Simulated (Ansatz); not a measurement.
Input and command of a calculation in Ansatz (plane waves; scalar-relativistic PAW potentials unless the input names others):

```yaml
crystal:
  lattice:
    - [0.0, 2.3541288082, 2.3541288082]
    - [2.3541288082, 0.0, 2.3541288082]
    - [2.3541288082, 2.3541288082, 0.0]
  atoms:
    - { symbol: Cr, position: [0.0, 0.0, 0.0], spin: 2.05 }
    - { symbol: O, position: [0.25, 0.25, 0.25] }
    - { symbol: O, position: [0.75, 0.75, 0.75] }
basis:
  ecutwfc: 420
kpoints:
  mp_grid: { grid: [14, 14, 14] }
hamiltonian:
  xc: pbe
scf:
  occupations: { method: gaussian, width: 0.02 }
  max_iter: 75
output:
  forces: true
  eigenvalues: true
  stress: true
magnetization:
  spin_polarized: true
total_charge: -6
```

```bash
ansatz run input.yaml --threads 1 --pin off --max-ram 2560MiB --backend cpu --events-out ev --progress --plain --runs-dir out
```

Abridged log:
```
Basis set: ecut = 420 eV, 531 PW (Γ), exchange–correlation on 48×48×48 points (8 copies of the dense FFT grid, shifted against one another)
Bands: 22, of which v1, the nominal top of the filled ones, is band 16 counted from 1 (15 counted from 0)
Symmetry: 48 space group operations
k-points: 104 of 2744
SCF iter   1: F=—  HF=-4480.690779 eV  |F-HF|=—  |Δ(HF+E_count)|=         —  Δρ=6.04e-1 (↑6.04e-1 ↓4.21e-1) dr2=2.43e2  dr2_m=2.60e0  M=0.142 μB ∫|m|=0.167 μB  β_m=0.30  ethr=3.10e-3  ⟨swp⟩=5.1  Hψ=19364  notcnv=0
Mixer restart at iter 1: flushing history
spin=Collinear: Kerker preconditioning applied to the charge; magnetization (m = ρ↑ − ρ↓) channel mixes plain (no charge-response kernel on spin).
SCF iter   2: F=—  HF=-4422.026628 eV  |F-HF|=—  |Δ(HF+E_count)|=    5.87e1  Δρ=3.54e-1 (↑3.54e-1 ↓2.29e-1) dr2=8.73e1  dr2_m=1.29e0  M=0.078 μB ∫|m|=0.119 μB  β_m=0.49  ethr=3.10e-3  ⟨swp⟩=4.6  Hψ=16115  notcnv=0  defer=221
SCF iter   3: F=—  HF=-4402.029897 eV  |F-HF|=—  |Δ(HF+E_count)|=    2.00e1  Δρ=2.80e-1 (↑2.80e-1 ↓7.39e-2) dr2=1.30e1  dr2_m=5.58e0  M=2.588 μB ∫|m|=2.686 μB  β_m=0.74  ethr=3.10e-3  ⟨swp⟩=5.5  Hψ=15294  notcnv=0  defer=245
SCF iter   4: F=—  HF=-4406.153556 eV  |F-HF|=—  |Δ(HF+E_count)|=    4.12e0  Δρ=3.67e-2 (↑3.67e-2 ↓2.31e-2) dr2=3.55e-1  dr2_m=7.19e-2  M=2.376 μB ∫|m|=2.495 μB  β_m=0.78  ethr=3.10e-3  ⟨swp⟩=4.2  Hψ=13153  notcnv=0  defer=237
SCF iter   5: F=—  HF=-4408.209698 eV  |F-HF|=—  |Δ(HF+E_count)|=    2.06e0  Δρ=4.84e-2 (↑4.84e-2 ↓3.73e-2) dr2=1.79e0  dr2_m=1.29e-2  M=2.374 μB ∫|m|=2.570 μB  β_m=0.89  ethr=1.11e-3  ⟨swp⟩=2.1  Hψ=10618  notcnv=0  defer=237
SCF iter   6: F=—  HF=-4408.487226 eV  |F-HF|=—  |Δ(HF+E_count)|=   2.78e-1  Δρ=1.52e-2 (↑1.52e-2 ↓1.17e-2) dr2=4.97e-2  dr2_m=1.58e-2  M=2.266 μB ∫|m|=2.475 μB  β_m=0.87  ethr=1.11e-3  ⟨swp⟩=3.5  Hψ=11232  notcnv=0  defer=238
SCF iter   7: F=—  HF=-4408.471997 eV  |F-HF|=—  |Δ(HF+E_count)|=         —  Δρ=1.42e-2 (↑1.42e-2 ↓6.35e-3) dr2=1.49e-2  dr2_m=2.22e-2  M=2.159 μB ∫|m|=2.373 μB  β_m=0.87  ethr=1.55e-4  ⟨swp⟩=2.2  Hψ=8676  notcnv=0  defer=245
Mixer restart at iter 7: flushing history
SCF iter   8: F=—  HF=-4408.466509 eV  |F-HF|=—  |Δ(HF+E_count)|=   5.49e-3  Δρ=5.78e-3 (↑5.78e-3 ↓5.74e-3) dr2=3.07e-2  dr2_m=4.42e-5  M=2.160 μB ∫|m|=2.385 μB  β_m=0.76  ethr=4.67e-5  ⟨swp⟩=3.4  Hψ=9799  notcnv=0  defer=246
SCF iter   9: F=—  HF=-4408.461304 eV  |F-HF|=—  |Δ(HF+E_count)|=   5.20e-3  Δρ=4.17e-3 (↑4.17e-3 ↓2.44e-3) dr2=8.88e-4  dr2_m=2.30e-3  M=2.125 μB ∫|m|=2.343 μB  β_m=0.88  ethr=4.67e-5  ⟨swp⟩=3.0  Hψ=9566  notcnv=0  defer=239
SCF iter  10: F=—  HF=-4408.460346 eV  |F-HF|=—  |Δ(HF+E_count)|=   9.58e-4  Δρ=1.60e-3 (↑1.60e-3 ↓5.37e-4) dr2=2.91e-4  dr2_m=2.20e-4  M=2.114 μB ∫|m|=2.331 μB  β_m=0.94  ethr=2.77e-6  ⟨swp⟩=2.0  Hψ=9250  notcnv=0  defer=240
SCF iter  11: F=—  HF=-4408.460279 eV  |F-HF|=—  |Δ(HF+E_count)|=   6.68e-5  Δρ=5.84e-4 (↑5.84e-4 ↓2.57e-4) dr2=1.54e-4  dr2_m=6.84e-6  M=2.111 μB ∫|m|=2.328 μB  β_m=0.97  ethr=9.10e-7  ⟨swp⟩=1.5  Hψ=5060  notcnv=0  defer=239
SCF iter  12: F=—  HF=-4408.460256 eV  |F-HF|=—  |Δ(HF+E_count)|=   2.33e-5  Δρ=9.32e-5 (↑9.32e-5 ↓4.61e-5) dr2=6.67e-7  dr2_m=1.08e-6  M=2.112 μB ∫|m|=2.329 μB  β_m=0.97  ethr=4.81e-7  ⟨swp⟩=2.0  Hψ=5331  notcnv=0  defer=239
SCF iter  13: F=—  HF=-4408.460269 eV  |F-HF|=—  |Δ(HF+E_count)|=   1.30e-5  Δρ=9.06e-6 (↑9.06e-6 ↓6.65e-6) dr2=5.35e-8  dr2_m=2.48e-9  M=2.112 μB ∫|m|=2.329 μB  β_m=0.99  ethr=2.08e-9  ⟨swp⟩=2.0  Hψ=7888  notcnv=0  defer=239
SCF iter  14: F=-4408.460269 eV  HF=-4408.460269 eV  |F-HF|=3.79e-8  |Δ(HF+E_count)|=   2.75e-8  Δρ=6.63e-6 (↑5.89e-6 ↓6.63e-6) dr2=4.42e-8  dr2_m=4.95e-10  M=2.112 μB ∫|m|=2.329 μB  β_m=0.97  ethr=1.67e-10  ⟨swp⟩=6.8  Hψ=19630  notcnv=0
SCF iter  15: F=-4408.460269 eV  HF=-4408.460269 eV  |F-HF|=8.37e-11  |Δ(HF+E_count)|=   6.49e-9  Δρ=1.32e-6 (↑1.32e-6 ↓4.69e-7) dr2=2.26e-10  dr2_m=1.73e-10  M=2.112 μB ∫|m|=2.329 μB  ethr=1.38e-10  ⟨swp⟩=2.0  Hψ=11206  notcnv=0
SCF 1 converged in 15 iterations: F = -4408.460269 eV  dr2 = 2.26e-10
SCF converged after 15 iterations
an eigenvalue changed by more than its tolerance at an iteration that met the thresholds in force, so the SCF went on 1 time: the last check found none over its tolerance
Magnetization: 2.1123 μB (17.0562 up, 14.9438 down)
Absolute magnetization: 2.3278 μB (∫|ρ↑−ρ↓|, with the PAW one-centre terms)
Spin contamination: 0.0772 ħ² per cell (⟨S²⟩ above its minimum at these occupations)
Per-site moments (μB) at R_I (Å): [(1.71082870, 0.84097833), (0.11896102, 0.84097833), (0.11896102, 0.84097833)]
Free energy (F): -4408.460269 eV
Harris-Foulkes:  -4408.460269 eV  (|F-HF|=8.37e-11)
Internal energy: -4408.459934 eV  (E = F + TS)
E sigma→0 (E₀):  -4408.460102 eV
Entropy (-TS):   -0.000335 eV (-0.112 meV/atom)
Fermi energy:    20.758129 eV
--- Forces (eV/Å), atoms counted from 1 ---
  atom   1  Cr     0.00000000     0.00000000     0.00000000
  atom   2  O      0.00000000     0.00000000     0.00000000
  atom   3  O      0.00000000     0.00000000     0.00000000
--- Stress (GPa, compression-positive) ---
       42.253281       0.000000       0.000000
        0.000000      42.253281       0.000000
        0.000000       0.000000      42.253281
  P = ⅓ Tr σ = 42.2533 GPa (422.533 kbar)
```

Q: What should be changed?

A: The fault is a net charge on a solid that should be neutral, 6 electrons a cell too many, offset by a uniform background, so that energy and pressure hang on that convention (total_charge: not typed → -6, the first being the value of the sound run). Setting it back cures it. The run converged all the same, with a total energy on another zero, pressure 42.25 GPa (with the neutralising background of the charged cell), largest force 0.000 eV/Å, no gap on the mesh, so convergence alone doesn't show that an input is right. A reference run on usual settings, whose relaxation ended at this geometry, converged, and the end of its own relaxation has pressure 0.05 GPa, largest force 0.000 eV/Å, gap on the mesh 0.55 eV.

Time: 5.1 s on 1 thread of AMD EPYC 9B45 (Zen 5) (shared host), peak memory 0.42 GiB.